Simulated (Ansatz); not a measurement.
# TiC (P-6m2) in Ansatz: a series of runs

Aim: see how the results for TiC move with the level of theory and the settings. Levels: PBEsol, PBE. Tasks: relaxation of cell and atoms, single point.

Program: Ansatz 0.2.0. These are calculated values, not measurements. Logs are shortened: lines on timing, memory, paths and dates and some standing lists are left out, and cuts for length are marked.

### Step 1. The structure

It takes space group P-6m2 (No. 187, hexagonal). Conventional cell: a = 3.042 Å, b = 3.042 Å, c = 2.698 Å, α = 90.00°, β = 90.00°, γ = 120.00°. Ti (site symmetry -6m2) has 6 C at 2.21 Å as nearest neighbours. C (site symmetry -6m2) is surrounded by 6 Ti at 2.21 Å.

The cell was built by a generator and needn't be a form met in nature.

### Step 2. Relaxation of cell and atoms, PBEsol, target pressure 30 GPa, at which the enthalpy is minimised

File input.yaml:

```yaml
crystal:
  lattice:
    - [3.04209, 0.0, 0.0]
    - [-1.52104, 2.63452, 0.0]
    - [0.0, 0.0, 2.69797]
  atoms:
    - { symbol: Ti, position: [0.0, 0.0, 0.5] }
    - { symbol: C, position: [0.33333, 0.66667, 0.0] }
hamiltonian:
  xc: pbesol
  pseudopotentials: { kind: paw }
kpoints:
  mp_grid: { grid: [10, 10, 10] }
scf:
  occupations: { method: fermi_dirac, width: 0.05 }
output:
  forces: true
  stress: true
  eigenvalues: true
relax:
  f_tol: 0.01
  max_steps: 40
  cell: { stress_tol: 0.05, p_target: 30.0 }
```

Potentials or basis: Ansatz PAW.

Run with:

```console
ansatz run input.yaml --threads 2 --pin off --max-ram 5632MiB --backend cpu --events-out ev --progress --plain --runs-dir out
```

The log of the run:

```text
Warning: the atoms were moved onto the symmetric positions of the space group found under crystal.symmetry.tolerance 1.0e-5 (fractional; no operation is sought that the atoms, as they stand in a round, miss by more than twice it, and no atom is moved by as much as it), and the run uses the moved positions. Before a round's move an operation carried an atom to 1.52e-5 Å from where it should land, the largest such distance. Atom 1 (counting from 0) moved farthest, by 1.76e-5 Å; the longest move in fractions of the cell, of whichever atom, is 0.47 of the tolerance, in 1 round. To run the atoms as typed, lower crystal.symmetry.tolerance until the operations that they miss are no longer found, or set crystal.symmetry.detect: false (a key that needs symmetry detection or time reversal refuses this as the deck is read). The positions used, in the order of the run's atom list: position: [-1.8503646491007004e-17, 5.5510939473021013e-17, 0.5]; position: [0.3333333333333333, 0.6666666666666667, 0.0]; The lattice was moved too: crystal.lattice keeps the space group found at crystal.symmetry.tolerance 1.0e-5 only nearly: the operation that it misses by the most changes a squared length by the fraction 6.65e-6. The run uses the lattice that is a stretch of the typed one, with no rotation, onto the one that keeps every operation to a double's rounding (on a very oblique basis the stretch itself rounds by more); the deck's lattice vector that moved farthest moved by 5.07e-6 Å. To run the lattice as typed, set crystal.symmetry.tolerance under 2.84e-6, the least fraction by which an operation that the lattice misses changes a squared length (the same key also sets how far an atom may lie from its image, so lowering it can lose operations that the atoms keep only within it), or set crystal.symmetry.detect: false, as for the atoms. crystal.lattice made exact, in Å and degrees: [[3.042085831189679, -2.886751345946343e-6, 0.0], [-1.5210404155948394, 2.6345250536786344, 0.0], [0.0, 0.0, 2.69797]]. Pasted over the deck's crystal.lattice, beside positions in fractional coordinates, it runs the same cell (given as lengths and angles, that cell in the form's own orientation, a rigid turn of the misfit's size from the one run here, for which a checkpoint.post_process_only pass over this run's state can be refused: where this run relaxes nothing, give such a pass this deck's own crystal.lattice, as typed; behind a relaxation, as crystal.lattice, the state's own cell, identity.cell in its checkpoint.json), and a matrix so pasted ends this notice, except on a very skew basis of the lattice, where the rounding of the pasted numbers themselves can read as a misfit: the cell is then moved again, and that move is told again. The lattice as run is in this notice's lattice.as_run_ang field (Run.prep()["deck_notices"] in Python, the deck_notice line of an events file, deck_notices of ansatz run --dry-run=json, or deck_notices in record.json in the deck's checkpoint.write directory).
Warning: RAYON_NUM_THREADS=2 ignored (pool sized by the plan → 2); use --threads N
Engine: ansatz 0.2.0, aarch64-unknown-linux-gnu
Pseudopotentials: kind: paw
Pseudopotential: Ti, paw, valence charge 12, recommended cutoff 420 eV (normal), Ti.paw.azcp
Pseudopotential: C, paw, valence charge 4, recommended cutoff 420 eV (normal), C.paw.azcp
Functional definition: PBEsol
  exchange = pbesol_x
  correlation = pbesol_c
Crystal: 2 atoms, lattice volume = 21.623 Å³
Basis set: ecut = 420 eV, 417 PW (Γ), exchange–correlation on 48×48×40 points (8 copies of the dense FFT grid, shifted against one another)
Bands: 12, of which v1, the nominal top of the filled ones, is band 8 counted from 1 (7 counted from 0)
Symmetry: 12 space group operations
Space group: P-6m2 (ITA 187), of the structure as read, at distance tolerance 2.8e-5 Å
k-points: 84 of 1000 (time reversal used)
Non-local potential: Ti, projectors of the file, l = 0: 3, l = 1: 2, l = 2: 3, l = 3: 1
Non-local potential: C, projectors of the file, l = 0: 2, l = 1: 2, l = 2: 1
PAW form: soft (Blöchl's): semilocal exchange-correlation on the pseudo side does not see the compensation charge
PAW frozen core: Ti, regenerated for the run's functional, and the local potential with it (the file was generated under x = pbe(κ = 0.804, μ = 0.2195149727645171), c = pbe(β = 0.06672455060314922))
PAW frozen core: C, regenerated for the run's functional, and the local potential with it (the file was generated under x = pbe(κ = 0.804, μ = 0.2195149727645171), c = pbe(β = 0.06672455060314922))
PAW one-centre angular grid: Ti, 590 points (default); XC on 64 Gauss nodes
PAW one-centre angular grid: C, 110 points (default); XC on 64 Gauss nodes
Initial density: superposition of atomic densities (neutral atoms: chi_scale 0, normalization atom), corrected by the library's trained network
Initial wavefunctions: pseudopotential atomic-orbital guess
Functional: x = pbesol(κ = 0.804, μ = 0.12345679012345678), c = pbesol(β = 0.046)
SCF iter   1: F=—  HF=-2721.006299 eV  |F-HF|=—  |Δ(HF+E_count)|=         —  Δρ=1.16e-2  dr2=2.84e-2  ethr=1.77e-3  ⟨swp⟩=4.3  Hψ=5036  notcnv=0
preconditioner: auto → none  [metal: Δε(μ)=0.010 eV  Ē_g=7.199 eV  σ=0.050 eV  W_gap=0.05  n_scr=8 (ndim 8)  ℏωp=22.6 eV  f_vac=0.000  D(μ)=0.55/eV (n_scr^D=0)  sad-step TF]
SCF iter   2: F=—  HF=-2721.002971 eV  |F-HF|=—  |Δ(HF+E_count)|=   3.33e-3  Δρ=7.13e-3  dr2=1.14e-2  ethr=1.78e-4  ⟨swp⟩=2.0  Hψ=1995  notcnv=0
SCF iter   3: F=—  HF=-2721.001651 eV  |F-HF|=—  |Δ(HF+E_count)|=   1.32e-3  Δρ=6.74e-4  dr2=5.16e-5  ethr=7.13e-5  ⟨swp⟩=2.2  Hψ=1383  notcnv=0
SCF iter   4: F=—  HF=-2721.001641 eV  |F-HF|=—  |Δ(HF+E_count)|=   9.48e-6  Δρ=1.47e-4  dr2=3.40e-6  ethr=3.22e-7  ⟨swp⟩=2.1  Hψ=1543  notcnv=0
iter 5 did not close the SCF: its close was put off for the readings that it lacked (scf_convergence_deferred on its scf_iter line)
SCF iter   5: F=-2721.001642 eV  HF=-2721.001642 eV  |F-HF|=7.30e-9  |Δ(HF+E_count)|=   1.36e-6  Δρ=1.76e-5  dr2=4.14e-8  ethr=2.12e-8  ⟨swp⟩=2.5  Hψ=1366  notcnv=0
SCF iter   6: F=-2721.001642 eV  HF=-2721.001642 eV  |F-HF|=1.88e-10  |Δ(HF+E_count)|=   1.89e-9  Δρ=1.99e-6  dr2=5.26e-10  ethr=2.59e-10  ⟨swp⟩=2.1  Hψ=3191  notcnv=0
SCF 1 converged in 6 iterations: F = -2721.001642 eV  dr2 = 5.26e-10
relax step   1: F+E_penalty+E_count = -2721.00164250 eV  Δ(F+E_penalty+E_count) = +0.000e0 eV  max|allowed force component| = 5.551e-17 eV/Å  Δτ_max = 0.0000 Å  P = -6.111 GPa  Ω = 21.623 Å³  (6 SCF iters, dr2 threshold 1.00e-7 eV, accepted)
Crystal: 2 atoms, lattice volume = 18.959 Å³
Basis set: ecut = 420 eV, 381 PW (Γ), exchange–correlation on 48×48×40 points (8 copies of the dense FFT grid, shifted against one another)
Initial density: handed on by an earlier stage of this run
Initial wavefunctions: those handed on with the density
iter 1 solved again at ethr=1.35e-3 eV; its pass at ethr=3.10e-3 eV (dr2=2.16e-1 eV) is discarded
SCF iter   1: F=—  HF=-2720.889305 eV  |F-HF|=—  |Δ(HF+E_count)|=         —  Δρ=2.99e-2  dr2=2.18e-1  ethr=1.35e-3  ⟨swp⟩=1.0  Hψ=7235  notcnv=0
preconditioner: auto → none  [insulator: Δε(μ)=0.131 eV  Ē_g=8.174 eV  σ=0.050 eV  W_gap=0.52  n_scr=8 (ndim 8)  ℏωp=24.1 eV  f_vac=0.000  D(μ)=0.31/eV (n_scr^D=0)  ε∞_Penn≈9.7]
SCF iter   2: F=—  HF=-2720.851041 eV  |F-HF|=—  |Δ(HF+E_count)|=   3.83e-2  Δρ=8.71e-3  dr2=1.90e-2  ethr=1.35e-3  ⟨swp⟩=2.0  Hψ=1488  notcnv=0
SCF iter   3: F=—  HF=-2720.847636 eV  |F-HF|=—  |Δ(HF+E_count)|=   3.40e-3  Δρ=1.02e-3  dr2=1.56e-4  ethr=1.19e-4  ⟨swp⟩=2.0  Hψ=1489  notcnv=0
SCF iter   4: F=—  HF=-2720.847660 eV  |F-HF|=—  |Δ(HF+E_count)|=   2.35e-5  Δρ=2.26e-4  dr2=3.19e-6  ethr=9.73e-7  ⟨swp⟩=2.0  Hψ=1288  notcnv=0
iter 5 did not close the SCF: its close was put off for the readings that it lacked (scf_convergence_deferred on its scf_iter line)
[... 55 lines left out ...]
iter 5 did not close the SCF: its close was put off for the readings that it lacked (scf_convergence_deferred on its scf_iter line)
SCF iter   5: F=-2720.828052 eV  HF=-2720.828052 eV  |F-HF|=0.00e0  |Δ(HF+E_count)|=  5.28e-11  Δρ=1.08e-7  dr2=1.51e-12  ethr=1.00e-12  ⟨swp⟩=1.1  Hψ=1023  notcnv=0
SCF iter   6: F=-2720.828052 eV  HF=-2720.828052 eV  |F-HF|=0.00e0  |Δ(HF+E_count)|=    0.00e0  Δρ=1.88e-8  dr2=6.21e-14  ethr=1.00e-12  ⟨swp⟩=1.0  Hψ=2352  notcnv=0
SCF 6 converged in 6 iterations: F = -2720.828052 eV  dr2 = 6.21e-14
relax step   6: F+E_penalty+E_count = -2720.82805220 eV  Δ(F+E_penalty+E_count) = +1.862e-3 eV  max|allowed force component| = 7.401e-17 eV/Å  Δτ_max = 0.0000 Å  P = +30.000 GPa  Ω = 18.864 Å³  energy of the carried Pulay correction = +1.772e-5 eV  (6 SCF iters, dr2 threshold 9.15e-8 eV, accepted)
iter 1 solved again at ethr=4.01e-9 eV; its pass at ethr=3.10e-3 eV (dr2=6.42e-7 eV) is discarded
SCF iter   1: F=—  HF=-2720.828032 eV  |F-HF|=—  |Δ(HF+E_count)|=         —  Δρ=2.94e-6  dr2=3.41e-10  ethr=4.01e-9  ⟨swp⟩=2.9  Hψ=7761  notcnv=0
preconditioner: auto → none  [metal: Δε(μ)=0.030 eV  Ē_g=8.040 eV  σ=0.050 eV  W_gap=0.15  n_scr=8 (ndim 8)  ℏωp=24.2 eV  f_vac=0.000  D(μ)=0.41/eV (n_scr^D=0)]
SCF iter   2: F=—  HF=-2720.828034 eV  |F-HF|=—  |Δ(HF+E_count)|=   1.89e-6  Δρ=1.38e-6  dr2=4.48e-11  ethr=2.13e-12  ⟨swp⟩=2.3  Hψ=1710  notcnv=0
iter 3 did not close the SCF: its close was put off for the readings that it lacked (scf_convergence_deferred on its scf_iter line)
SCF iter   3: F=-2720.828034 eV  HF=-2720.828034 eV  |F-HF|=1.27e-11  |Δ(HF+E_count)|=  8.46e-11  Δρ=4.82e-7  dr2=4.93e-12  ethr=1.00e-12  ⟨swp⟩=1.0  Hψ=1008  notcnv=0
iter 4 did not close the SCF: its close was put off for the readings that it lacked (scf_convergence_deferred on its scf_iter line)
SCF iter   4: F=-2720.828034 eV  HF=-2720.828034 eV  |F-HF|=1.36e-12  |Δ(HF+E_count)|=  1.27e-11  Δρ=2.69e-8  dr2=4.42e-14  ethr=1.00e-12  ⟨swp⟩=1.0  Hψ=1008  notcnv=0
iter 5 did not close the SCF: its close was put off for the readings that it lacked (scf_convergence_deferred on its scf_iter line)
SCF iter   5: F=-2720.828034 eV  HF=-2720.828034 eV  |F-HF|=9.09e-13  |Δ(HF+E_count)|=  4.55e-13  Δρ=7.74e-9  dr2=5.10e-15  ethr=1.00e-12  ⟨swp⟩=1.0  Hψ=1008  notcnv=0
iter 6 did not close the SCF: its close was put off for the readings that it lacked (scf_convergence_deferred on its scf_iter line)
SCF iter   6: F=-2720.828034 eV  HF=-2720.828034 eV  |F-HF|=9.09e-13  |Δ(HF+E_count)|=  4.55e-13  Δρ=2.00e-9  dr2=2.73e-16  ethr=1.00e-12  ⟨swp⟩=1.0  Hψ=1008  notcnv=0
SCF iter   7: F=-2720.828034 eV  HF=-2720.828034 eV  |F-HF|=9.09e-13  |Δ(HF+E_count)|=    0.00e0  Δρ=6.04e-10  dr2=3.45e-17  ethr=1.00e-12  ⟨swp⟩=1.9  Hψ=2495  notcnv=0
SCF 7 converged in 7 iterations: F = -2720.828034 eV  dr2 = 3.45e-17
relax step   7: F+E_penalty+E_count = -2720.82803386 eV  Δ(F+E_penalty+E_count) = +1.834e-5 eV  max|allowed force component| = 3.701e-17 eV/Å  Δτ_max = 0.0000 Å  P = +29.999 GPa  Ω = 18.864 Å³  stress off target by 8.29e-4 GPa  SCF on the basis re-selected at this cell (its energy is not comparable with the rows above)  (7 SCF iters)
basis re-selected at this cell: Δ(F+E_penalty+E_count) = +1.834e-5 eV, ΔP = -0.001 GPa vs the last step (what re-selecting the basis moved, of the pressure what is left beyond the Pulay correction that the steps carried, after the strain that the cell walked since its last selection, with what the two solves' SCF thresholds leave and, on support functions, any second-order correction that the steps lacked; it is no measure of the basis error at this ecutwfc). This SCF's stress stands 8.29e-4 GPa from its target on what of the cell is left free (relax.cell.stress_tol is 5.00e-2 GPa) and its largest allowed force component is 3.70e-17 eV/Å (relax.f_tol is 1.00e-2 eV/Å): within both
SCF converged after 7 iterations
Free energy (F): -2720.828034 eV
Harris-Foulkes:  -2720.828034 eV  (|F-HF|=9.09e-13)
Internal energy: -2720.824843 eV  (E = F + TS)
E sigma→0 (E₀):  -2720.826439 eV
Entropy (-TS):   -0.003191 eV (-1.595 meV/atom)
Fermi energy:    15.697951 eV
--- Per-component energies (eV) ---
  E_band       = -86.509837
  E_kinetic    = 369.195655
  E_local      = -754.361682  (includes V_loc(G=0)·N_el)
  E_nonlocal   = 35.096588
  E_hartree    = 313.036640
  E_xc         = -147.903686
  E_vxc        = -185.507847  (∫ρ·V_xc dr)
  E_paw        = -1117.600266  (= ΣΔE_a)
  E_vpaw       = -177.005955  (= ΣTr[D̂ρ^β])
  E_aug_tail   = 0.000123  (compensation charges beyond the density's cutoff)
  E_ewald      = -1418.448701
  E_core_change = 0.160485  (= ΣΔE_core)
  E_smearing   = -0.003191  (= −TS)
  E_closure    = -0.000000  (closes the sum)
  Σ components = -2720.828034   (vs F -2720.828034, Δ=0.00e0)
--- Forces (eV/Å), atoms counted from 1 ---
  atom   1  Ti     0.00000000     0.00000000     0.00000000
  atom   2  C     -0.00000000     0.00000000     0.00000000
  max |Σ_I F_I| component: 2.22e-16 eV/Å
--- Stress (GPa, compression-positive) ---
       29.999171      -0.000000       0.000000
       -0.000000      29.999171       0.000000
        0.000000       0.000000      30.000132
  P = ⅓ Tr σ = 29.9995 GPa (299.995 kbar)
--- Band table (eV; the first three rows and the last of 84) ---
  k-point 0: bands = ["-40.0686", "-16.2417", "-16.2417", "-15.8098", "3.2425", "14.1068", "14.1068", "14.5300", "18.1740", "19.7549", "19.7549", "22.4146"]
  k-point 1: bands = ["-40.0549", "-16.2315", "-16.2315", "-15.9168", "3.4702", "14.2239", "14.2239", "14.3013", "18.1856", "19.2550", "19.2550", "22.5955"]
  k-point 2: bands = ["-40.0187", "-16.2047", "-16.2047", "-16.1902", "4.1156", "13.4243", "14.5474", "14.5474", "18.3142", "18.3142", "18.6107", "22.6126"]
  k-point 83: bands = ["-39.8095", "-16.6573", "-16.6323", "-16.4945", "6.8860", "10.7116", "11.7870", "15.5012", "16.9181", "20.7127", "21.9134", "21.9823"]
--- Relaxed structure (5 steps of the walk, 5 accepted, 2 SCFs on fresh bases) ---
  F+E_penalty+E_count = -2720.82803386 eV   max|allowed force component| = 3.701e-17 eV/Å   (the final SCF, on the basis selected at the relaxed cell)
  cell:  # Å, volume = 18.8642 Å³
    - [2.882238098588259, -2.7350657319328634e-6, 0.0]
    - [-1.4411166806577245, 2.4960927806656557, 0.0]
    - [0.0, 0.0, 2.6220868107489803]
  atoms:
    - { symbol: Ti, position: [-1.8503646491006998e-17, 5.551093947302101e-17, 0.5] }
    - { symbol: C, position: [0.3333333333333333, 0.6666666666666666, 0.0] }
```

Wall time 7.9 s (2 threads of Arm Neoverse V2, shared host); peak memory 0.32 GiB.

What came out:

| Item | Value |
| --- | --- |
| Free energy | -2720.8280 eV |
| Relaxed volume | 9.43 Å³/atom |
| Relaxed cell | a = 2.882 Å, b = 2.882 Å, c = 2.622 Å, α = 90.00°, β = 90.00°, γ = 120.00° |
| Space group after relaxing (to 0.05 Å) | P-6m2 (No. 187) |
| Energy change on relaxing (the enthalpy is what falls) | +86.8 meV/atom |
| Ionic steps | 7 |
| Pressure after relaxing | 30.0 GPa |
| Band gap on the k mesh | 0.03 eV, direct |

The path:
```csv
step,energy change (eV),largest force (eV/Å),volume (Å³)
1,0.0000,0.0000,21.62
2,0.1540,0.0000,18.96
3,0.1722,0.0000,18.86
4,0.1692,0.0000,18.87
5,0.1717,0.0000,18.87
6,0.1736,0.0000,18.86
7,0.1736,0.0000,18.86
```

Final structure:
```
Ti C
1.0
     2.88224    0.00000    0.00000
    -1.44112    2.49609    0.00000
     0.00000    0.00000    2.62209
Ti C
1 1
Direct
  0.00000 0.00000 0.50000
  0.33333 0.66667 0.00000
```

Caveat: the plane-wave basis is chosen anew once the cell has moved, so the energies of steps on either side of that aren't comparable; the PAW data sets come from PBE, with cores solved anew for the run's functional, which leaves a small shift of forces and pressure. A k mesh can miss the band edges.

### Step 3. Single point, PBE

input.yaml, as its differences from that of step 2:

```diff
@@ -9,3 +9,3 @@
 hamiltonian:
-  xc: pbesol
+  xc: pbe
   pseudopotentials: { kind: paw }
@@ -19,5 +19,5 @@
   eigenvalues: true
-relax:
-  f_tol: 0.01
-  max_steps: 40
-  cell: { stress_tol: 0.05, p_target: 30.0 }
+  write_density: true
+  write_potential: true
+  elf: true
+  volumetric_format: npy
```

Potentials or basis: Ansatz PAW.

Run with:

```console
ansatz run input.yaml --threads 2 --pin off --max-ram 5632MiB --backend cpu --events-out ev --progress --plain --runs-dir out
```

Wall time 1.3 s (2 threads of Arm Neoverse V2, shared host); peak memory 0.3 GiB.

It converged, with:

| Property | Result |
| --- | --- |
| Free energy | -2750.9142 eV |
| Pressure | 0.1 GPa |
| Band gap on the k mesh | none (metal or under the smearing width) |

Stress tensor (GPa, compression positive):
```
 0.20  0.00  0.00
 0.00  0.20  0.00
 0.00  0.00 -0.19
```

Levels at points of the mesh, in eV from the Fermi level:
```tsv
k point	band 4	band 5	band 6	band 7	band 8	band 9	band 10	band 11	band 12
(0.00, 0.00, 0.00)	-32.22	-11.99	-1.59	-1.59	-0.95	2.30	3.35	3.35	5.69
(0.00, 0.00, -0.50)	-32.59	-8.86	-5.59	-0.50	-0.50	1.15	1.15	4.71	4.74
(0.00, -0.50, 0.00)	-32.17	-9.59	-4.86	-0.75	-0.30	0.22	3.05	3.49	3.75
(0.00, -0.50, -0.50)	-32.67	-8.79	-4.00	-2.56	-2.22	1.50	3.30	4.37	5.58
```

### Step 4. Single point, PBE

input.yaml, as its differences from that of step 3:

```diff
@@ -14,3 +14,3 @@
 scf:
-  occupations: { method: fermi_dirac, width: 0.05 }
+  occupations: { method: gaussian, width: 0.011 }
 output:
@@ -19,5 +19 @@
   eigenvalues: true
-  write_density: true
-  write_potential: true
-  elf: true
-  volumetric_format: npy
```

Run with:

```console
ansatz run input.yaml --threads 2 --pin off --max-ram 5632MiB --backend cpu --events-out ev --progress --plain --runs-dir out
```

Wall time 0.99 s (2 threads of Arm Neoverse V2, shared host); peak memory 0.3 GiB.

The run converged. Its results:

```yaml
Free_energy: -2750.9120 eV
Pressure: 0.1 GPa
```

Stress tensor (GPa, compression positive):
```
 0.17  0.00  0.00
 0.00  0.17  0.00
 0.00  0.00 -0.08
```

Levels at points of the mesh, in eV from the Fermi level:
```
             k point  band 4  band 5  band 6  band 7  band 8  band 9  band 10  band 11  band 12
  (0.00, 0.00, 0.00)  -32.23  -12.00   -1.60   -1.60   -0.97    2.30     3.33     3.33     5.68
 (0.00, 0.00, -0.50)  -32.60   -8.87   -5.60   -0.51   -0.51    1.14     1.14     4.70     4.73
 (0.00, -0.50, 0.00)  -32.19   -9.60   -4.87   -0.76   -0.31    0.22     3.04     3.48     3.73
(0.00, -0.50, -0.50)  -32.68   -8.79   -4.01   -2.57   -2.23    1.49     3.29     4.35     5.57
```

### Step 5. The runs side by side

```tsv
task	level	cell	smearing	target pressure (GPa)	gap on the mesh (eV)	pressure (GPa)
relaxation of cell and atoms	PBEsol	relaxed to 30 GPa	fermi-dirac 0.05 eV	30	0.03	30.0
single point	PBE	as given	fermi-dirac 0.05 eV	-	none	0.1
single point	PBE	as given	gaussian 0.011 eV	-	-	0.1
```

Alike in all rows: potentials or basis Ansatz PAW; no spin polarisation; k mesh 10 × 10 × 10; cutoff (eV) 420.

Caveats: the plane-wave basis is chosen anew once the cell has moved, so the energies of steps on either side of that aren't comparable (some runs); the PAW data sets come from PBE, with cores solved anew for the run's functional, which leaves a small shift of forces and pressure (some runs).

Total energies depend on the potentials used, so only differences within one code and one set of settings carry meaning.
